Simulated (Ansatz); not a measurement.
# SnSe: the cell at several levels of theory

Aim: relax the known phase of SnSe (Cmcm) with 4 atoms a cell with PBE-D3(BJ), r2SCAN+rVV10 and PBE-D4 and see how far the functionals disagree on the cell.

The COD cell was measured well above room temperature, so it is larger than a cold one.

Code: Ansatz 0.2.0. PAW datasets, plane waves, zero pressure. Computed at 0 K without zero-point motion; spin polarisation is off.

### 1 The system as given

It is orthorhombic, Cmcm (No. 63); a = 4.310 Å, b = 11.705 Å, c = 4.318 Å in the conventional setting, 27.23 Å³ an atom. Around Sn lie 5 Se at 2.76–3.06 Å; around Se lie 5 Sn at 2.76–3.06 Å.

Structure file:

Space group Cmcm (No. 63). a = 4.310 Å, b = 11.705 Å, c = 4.318 Å, α = 90.00°, β = 90.00°, γ = 90.00°
| atom | site | symmetry | x | y | z |
| --- | --- | --- | --- | --- | --- |
| Sn | 4c | m2m | 0.5000 | 0.6200 | 0.2500 |
| Se | 4c | m2m | 0.5000 | 0.8560 | 0.2500 |

### 2 Relaxation with PBE-D3(BJ)

input.yaml reads:

```yaml
crystal:
  lattice:
    - [2.155, -5.8525, 0.0]
    - [2.155, 5.8525, 0.0]
    - [0.0, 0.0, 4.318]
  atoms:
    - { symbol: Sn, position: [0.88, 0.12, 0.25] }
    - { symbol: Sn, position: [0.12, 0.88, 0.75] }
    - { symbol: Se, position: [0.644, 0.356, 0.25] }
    - { symbol: Se, position: [0.356, 0.644, 0.75] }
kpoints:
  mp_grid: { grid: [6, 6, 6] }
hamiltonian:
  xc: pbe
  dispersion: d3bj
scf:
  occupations: { method: fermi_dirac, width: 0.02 }
relax:
  f_tol: 0.005
  cell: {}
```

Launch:

```sh
$ ansatz run input.yaml --threads 2 --pin off --max-ram 2211MiB --backend cpu --events-out ev --progress --plain --runs-dir out
```

Further steps of the session: r2SCAN+rVV10: cell and atoms; Relaxing with PBE-D4.

Before running it: what results should come out? Wanted: for each run, a; b; c; volume; space group; SCF geometries; from measured.

**Answer**, as computed:

```
       level  a (Å)   b (Å)  c (Å)  volume (Å³/atom)  space group  SCF geometries  from measured (%)
  PBE-D3(BJ)  4.228  11.596  4.227            25.907         Cmcm               6               -4.9
r2SCAN+rVV10  4.247  11.808  4.229            26.511         Cmcm               6               -2.6
      PBE-D4  4.226  11.587  4.224            25.858         Cmcm               4               -5.0
```

**Reading.** From the start to the first minimum the volume moved by -4.9 %. The volume runs from PBE-D4 (least) to r2SCAN+rVV10 (most), a spread of 2.5 %, or 0.8 % in length if all axes shared it alike. The measured volume is 27.23 Å³/atom at 825 K (Crystallography Open Database); r2SCAN+rVV10 comes nearest (-2.6 %). The calculation is for a static lattice, without the thermal expansion and zero-point motion that a measured cell holds.
